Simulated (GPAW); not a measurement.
Runs of GPAW 26.7.0 on WS2. The cell holds a slab with vacuum, 3 atoms: a = 3.184 Å, b = 3.184 Å, c = 16.951 Å, α = 90.00°, β = 90.00°, γ = 120.00°. 

```tsv
task	level	potentials or basis	spin	U	cell	k mesh	cutoff (eV)	smearing	response ecut	frequency	extrapolate	qp bands	integrate gamma	mesh quality	gap on the mesh (eV)	V0 of scaled cells (Å³/atom)	B0 (GPa)	largest force (eV/Å)
band structure	vdW-DF-cx	GPAW PAW data sets (gpaw-data 1.2.1), pw	SOC, no magnetisation	-	as given	7 × 7 × 2	600	fermi-dirac 0.05 eV	-	-	-	-	-	not flagged	-	-	-	(d)
single point	LDA	the program's PAW data sets (release 1.2.1) made for this functional, pw	off	-	as given	8 × 8 × 2	450	fermi-dirac 0.05 eV	-	-	-	-	-	not flagged	2.04	-	-	0.45
single point	PBEsol	PAW data sets generated in the run's folder for this functional, pw	off	-	as given	8 × 8 × 2	450	fermi-dirac 0.05 eV	-	-	-	-	-	not flagged	2.05	-	-	0.12
dielectric tensor	PBEsol	PAW data sets generated in the run's folder for this functional, pw	off	-	as given	8 × 8 × 2	450	fermi-dirac 0.001 eV	80 eV	-	-	-	-	not flagged	2.05	-	-	-
single point	PBEsol	PAW data sets generated in the run's folder for this functional, pw	off	-	atoms moved at random, drawn with an rms of 0.05 Å	10 × 10 × 2	600	fermi-dirac 0.05 eV	-	-	-	-	-	not flagged	1.91	-	-	1.88
equation of state	PBE	PAW data sets generated in the run's folder for this functional, pw	off	-	as given	7 × 7 × 2	600	fermi-dirac 0.05 eV	-	-	-	-	-	not flagged	-	50.12	57	-
equation of state	LDA	PAW data sets generated in the run's folder for this functional, pw	off	-	as given	7 × 7 × 2	600	fermi-dirac 0.05 eV	-	-	-	-	-	not flagged	-	47.74	64	-
band structure	LDA	JTH PAW 2.0, LDA, pw	off	-	as given	7 × 7 × 2	600	fermi-dirac 0.05 eV	-	-	-	-	-	not flagged	-	-	-	(b)
equation of state	BEEF-vdW	GPAW PAW data sets (gpaw-data 1.2.1), pw	off	-	as given	7 × 7 × 2	600	fermi-dirac 0.05 eV	-	-	-	-	-	not flagged	-	(c)	55	-
single point	PBEsol	PAW data sets generated in the run's folder for this functional, pw	off	-	as given	10 × 10 × 2	600	fermi-dirac 0.05 eV	-	-	-	-	-	not flagged	1.98	-	-	0.12
band structure	PBE+U	GPAW PAW data sets (gpaw-data 1.2.1), pw	off	W d U = 6.2 eV	as given	7 × 7 × 2	600	fermi-dirac 0.05 eV	-	-	-	-	-	not flagged	-	-	-	(a)
```

Q: Fill in the values left out.

A: (a) 0.60; (b) 0.44; (c) 50.61; (d) 0.24.

Caveats: spin-orbit coupling is left out, which moves the levels of the heavy elements (some runs); the cell was scaled at fixed shape and fractional positions, which overstates the stiffness of a crystal with free parameters, most of all of layers and chains (some runs); the PAW data sets were made with another functional, which shifts forces and pressure a little (some runs); the cutoff is short for stress and forces, so pressures can be off by a GPa or more (some runs); spin-orbit coupling was added after a scalar SCF, so levels and gaps hold it while energy, forces, pressure and moments don't (some runs); this program's spin-orbit splittings come out too wide for heavy elements (some runs); the long-wavelength limit can be off by several per cent where d states take part (some runs).

A k mesh can miss the band edges, and rows without SOC leave out spin-orbit coupling on W.
